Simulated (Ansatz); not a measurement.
Cell and atoms are relaxed with the symmetry kept. Start:

```
Hf O
1.0
     5.16084    0.00000   -0.01534
     0.00000    5.21219    0.00000
    -0.88148    0.00000    5.27872
Hf O
4 8
Direct
  0.27572 0.04286 0.20840
  0.72428 0.54286 0.29160
  0.72428 0.95714 0.79160
  0.27572 0.45714 0.70840
  0.44913 0.75722 0.47670
  0.55087 0.25722 0.02330
  0.55087 0.24278 0.52330
  0.44913 0.74278 0.97670
  0.06720 0.32874 0.34837
  0.93280 0.82874 0.15163
  0.93280 0.67126 0.65163
  0.06720 0.17126 0.84837
```

Method: DFT PBE+D3(BJ), scalar-relativistic, plane waves, PAW (Ansatz 0.2.0).

Plane waves to 420 eV, a k mesh through Γ of 6×6×6 on the computed 12-atom cell and Gaussian smearing (0.02 eV); no spin polarisation.

Q: What does it relax to?

A: The volume goes down by 0.20 Å³/atom to 11.63 Å³/atom, and the energy falls by 1.9 meV/atom. Final structure:
```cif
data_structure
_symmetry_space_group_name_H-M 'P2_1/c'
_symmetry_Int_Tables_number 14
_cell_length_a 5.1264
_cell_length_b 5.2017
_cell_length_c 5.3067
_cell_angle_alpha 90.000
_cell_angle_beta 99.510
_cell_angle_gamma 90.000
_cell_volume 139.56
loop_
_atom_site_label
_atom_site_type_symbol
_atom_site_symmetry_multiplicity
_atom_site_Wyckoff_symbol
_atom_site_fract_x
_atom_site_fract_y
_atom_site_fract_z
_atom_site_occupancy
Hf1 Hf 4 e 0.27652 0.04247 0.20820 1
O1 O 4 e 0.44715 0.75807 0.47912 1
O2 O 4 e 0.07062 0.33556 0.34209 1
```

Spin–orbit coupling is left out, which can shift energies with elements as heavy as these.

Cost: 1 run of about 22 core-minutes, on Intel Xeon Processor @ 2.50GHz (Skylake/Cascade Lake) (shared hosts).